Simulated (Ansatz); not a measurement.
# NaH: the cost of one run

Program: Ansatz 0.2.0. Level of theory: DFT r²SCAN, frozen-core PAW, scalar-relativistic unless said. These are calculated values, not measurements.

## Step 1: Starting point

It takes space group Fm-3m (No. 225, cubic). Conventional cell: a = 4.880 Å, b = 4.880 Å, c = 4.880 Å, α = 90.00°, β = 90.00°, γ = 90.00°. Na (site symmetry m-3m) is surrounded by 6 H at 2.44 Å. H (site symmetry m-3m) is surrounded by 6 Na at 2.44 Å.

Structure file:

```
CELL_PARAMETERS angstrom
2.44000 2.44000 0.00000
-2.44000 2.44000 0.00000
0.00000 2.44000 2.44000
ATOMIC_POSITIONS crystal
Na 0.00000 0.00000 0.00000
H 0.50000 0.50000 0.00000
```

Cartesian axes are those of the input's lattice vectors. The structure goes back to a database entry.

## Step 2: Cell and atoms relaxed, PAW

File input.yaml:

```yaml
crystal:
  lattice:
    - [2.44, 2.44, 0.0]
    - [-2.44, 2.44, 0.0]
    - [0.0, 2.44, 2.44]
  atoms:
    - { symbol: Na, position: [0.0, 0.0, 0.0] }
    - { symbol: H, position: [0.5, 0.5, 0.0] }
kpoints:
  mp_grid: { grid: [12, 12, 12] }
scf:
  occupations: { method: fermi_dirac, width: 0.08 }
hamiltonian:
  xc: r2scan
  pseudopotentials: { kind: paw }
relax:
  f_tol: 0.002
  max_steps: 80
  cell: {}
output:
  forces: true
  stress: true
```

Started as:

```bash
ansatz run input.yaml --threads 1 --pin off --max-ram 3072MiB --backend cpu --events-out ev --progress --plain --runs-dir out
```

**Question.** How long does this run take on 1 thread of Intel Xeon Platinum 8488C (Sapphire Rapids), shared host, and how much memory does it need?

About 6.1 s, with a peak of 0.43 GiB.
